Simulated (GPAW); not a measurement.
N on a P site in GeP3, N K edge of atom 5, with 2 P at 1.77 Å and 1 Ge at 2.21 Å (distorted pyramidal; the defect atom itself). Method: GPAW, PBE, excited-electron core hole (neutral cell), 16-atom cell with 7.0 Å between holes, 4×4×4 k points, dipole transitions, Gaussian full width 0.9 eV up to 4 eV, rising linearly to 3.5 eV at 25 eV.

```xyz
16
Lattice="-7.0500 0.0000 0.0000 3.5250 -6.1055 0.0000 3.5250 -2.0352 6.6213" Properties=species:S:1:pos:R:3 pbc="T T T"
Ge    0.0000   -4.0720    0.7315
Ge   -3.5250   -2.0232    4.0266
Ge    3.5250   -6.2108    2.6088
Ge    0.0000   -4.1464    5.9460
N     0.0000   -2.1872    3.3636
P    -3.5250   -4.1949    0.6108
P    -1.6548   -4.9838    3.8904
P    -1.6853   -0.9883    0.5834
P     1.6548   -4.9838    3.8904
P    -5.3647   -0.9883    0.5834
P     1.6725   -7.1838    6.1090
P     1.4632   -3.0014    2.7966
P     3.5250   -3.9818    6.1027
P     0.0000   -5.9950    2.8232
P     5.3775   -7.1838    6.1090
P    -1.4632   -3.0014    2.7966
```

Energy from the lowest empty level; a common scale on which the isotropic spectrum has a mean of 1 over the first 20 eV.

| E (eV) | curve 1 | curve 2 | curve 3 |
| --- | --- | --- | --- |
| -2.0 | 0.00 | 0.00 | 0.00 |
| -1.5 | 0.00 | 0.00 | 0.00 |
| -1.0 | 0.00 | 0.00 | 0.00 |
| -0.5 | 0.05 | 0.07 | 0.07 |
| 0.0 | 0.25 | 0.37 | 0.43 |
| 0.5 | 0.50 | 0.72 | 0.91 |
| 1.0 | 0.72 | 1.28 | 0.94 |
| 1.5 | 1.49 | 2.55 | 0.96 |
| 2.0 | 2.58 | 2.70 | 0.94 |
| 2.5 | 3.02 | 1.92 | 0.87 |
| 3.0 | 2.62 | 1.75 | 0.91 |
| 3.5 | 2.41 | 1.82 | 0.90 |
| 4.0 | 2.27 | 1.53 | 0.84 |
| 4.5 | 1.93 | 1.19 | 0.76 |
| 5.0 | 1.87 | 1.29 | 0.74 |
| 5.5 | 1.82 | 1.59 | 0.89 |
| 6.0 | 1.62 | 1.49 | 1.06 |
| 6.5 | 1.28 | 1.08 | 0.93 |
| 7.0 | 0.96 | 0.80 | 0.70 |
| 7.5 | 0.78 | 0.70 | 0.60 |
| 8.0 | 0.68 | 0.67 | 0.61 |
| 8.5 | 0.63 | 0.66 | 0.68 |
| 9.0 | 0.67 | 0.67 | 0.83 |
| 9.5 | 0.75 | 0.68 | 1.04 |
| 10.0 | 0.80 | 0.68 | 1.26 |
| 10.5 | 0.82 | 0.70 | 1.34 |
| 11.0 | 0.81 | 0.73 | 1.22 |
| 11.5 | 0.80 | 0.73 | 0.98 |
| 12.0 | 0.81 | 0.71 | 0.78 |
| 12.5 | 0.81 | 0.67 | 0.67 |
| 13.0 | 0.80 | 0.66 | 0.63 |
| 13.5 | 0.81 | 0.70 | 0.63 |
| 14.0 | 0.85 | 0.75 | 0.65 |
| 14.5 | 0.89 | 0.80 | 0.66 |
| 15.0 | 0.94 | 0.81 | 0.68 |
| 15.5 | 0.98 | 0.80 | 0.69 |
| 16.0 | 1.02 | 0.78 | 0.69 |
| 16.5 | 1.04 | 0.76 | 0.69 |
| 17.0 | 1.04 | 0.74 | 0.70 |
| 17.5 | 1.02 | 0.73 | 0.70 |
| 18.0 | 0.99 | 0.70 | 0.71 |
| 18.5 | 0.95 | 0.68 | 0.71 |
| 19.0 | 0.91 | 0.66 | 0.71 |
| 19.5 | 0.87 | 0.65 | 0.68 |
| 20.0 | 0.84 | 0.65 | 0.65 |
| 20.5 | 0.82 | 0.64 | 0.60 |
| 21.0 | 0.80 | 0.62 | 0.57 |
| 21.5 | 0.79 | 0.60 | 0.54 |
| 22.0 | 0.77 | 0.57 | 0.52 |
| 22.5 | 0.76 | 0.55 | 0.52 |
| 23.0 | 0.75 | 0.54 | 0.52 |
| 23.5 | 0.74 | 0.54 | 0.52 |

Question: The curves are for the electric vector along different Cartesian axes of the cell as given, for this one atom. Which is which?

Curve 1: along x, main maxima 2.4 eV (3.02) and 16.7 eV (1.05). Curve 2: along y, main maxima 1.8 eV (2.87), 3.4 eV (1.82) and 5.7 eV (1.61). Curve 3: along z, main maxima 0.7 eV (0.96), 1.7 eV (0.98), 6.0 eV (1.06) and 10.5 eV (1.34). A K edge sees empty p states on the absorber. Each direction probes the empty orbitals that point along it. The cell shows no gap over 0.35 eV; the host's own band filling, the defect's levels or the functional may be the cause. In so small a cell the defects form an ordered array, and no site is far from one.

[Banner, clock and machine lines of the logs are left out without a mark of their own.]

[Logs are printed without paths, hosts, clocks, repeated set-up lines and the standing remarks that a program may print on its own settings, such as how far it seeks lower states.]

[Hosts, paths, dates, database ids (printed as entryN), source tags and the programs' standing remarks are cut or masked in the printed files.]

[Lists of maxima count a maximum above −3 eV only where it reaches 4 % of the highest in the window and stands out from its surroundings by 2 % of it (1.5 % where it reaches 55 %); shoulders and weaker maxima are passed over, and of the rest the first, up to two pre-edge ones and the few strongest are named.]
